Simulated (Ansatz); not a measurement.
A sublattice moved along a line in AlN

Method: Ansatz 0.2.0, DFT r2SCAN, scalar-relativistic, plane waves, PAW. The runs took a 500 eV cutoff, a Γ-centred 12×12×6 mesh and Gaussian smearing (0.05 eV). No spin polarisation. Energies are free energies at this smearing, counted from the undisturbed cell; pressure is positive in compression.

Reference structure (as given, not relaxed at this level; it stands at -0.6 GPa):

```
Al N
1.0
     3.11100    0.00000    0.00000
    -1.55550    2.69421    0.00000
     0.00000    0.00000    4.97800
Al N
2 2
Cartesian
  0.0000 1.7961 0.0000
  1.5555 0.8981 2.4890
  0.0000 1.7961 1.9165
  1.5555 0.8981 4.4055
```

Every N atom is moved by x along the Cartesian unit vector (-0.825, -0.476, 0.304); the cell and all other atoms stay fixed.

```csv
x (Å),ΔE (meV/cell)
-0.2000,544.8
-0.1500,308.2
-0.1000,136.2
-0.0500,32.0
0.0000,0.0
0.0500,45.9
0.1000,177.0
0.1500,402.3
0.1750,553.7
0.2000,733.3
```

Task: Predict the pressure (GPa) at each point.

Result:
```csv
x (Å),pressure (GPa)
-0.2000,4.2
-0.1500,2.2
-0.1000,0.7
-0.0500,-0.3
0.0000,-0.6
0.0500,-0.3
0.1000,0.8
0.1500,2.6
0.1750,3.9
0.2000,5.3
```